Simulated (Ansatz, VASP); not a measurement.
## MgH2 in VASP and in Ansatz

```xyz
3
Lattice="0.0000 2.3811 2.3811 2.3811 0.0000 2.3811 2.3811 2.3811 0.0000" Properties=species:S:1:pos:R:3 pbc="T T T"
Mg    0.0000    0.0000    0.0000
H     1.1905    1.1905    1.1905
H     3.5716    3.5716    3.5716
```

Measurements of this composition are mostly on another form, of space group No. 136.

Alike in both runs: task single point; functional PBE; k mesh 10 × 10 × 10; occupations gaussian, width 0.02 eV; no spin polarisation.

|  | VASP | Ansatz |
| --- | --- | --- |
| version | VASP 6.6.1 | Ansatz 0.2.0 |
| potentials or method | VASP PAW PBE potentials, release 64 (Mg, H) | Ansatz PAW |
| plane-wave cutoff (eV) | 500 | 420 |
| valence electrons in the cell | 4 | 12 |

Ansatz gave:

- gap on the k mesh at the Fermi level (eV): none
- pressure (GPa): -0.1

Which values does VASP return?

gap on the k mesh at the Fermi level (eV): none; pressure (GPa): -0.5.

A gap of «none» marks a metal or a gap that the smearing closes. The functional is the same, so the differences come from potentials, cutoffs and numerics. The two sets of potentials don't hold the same shells in valence.
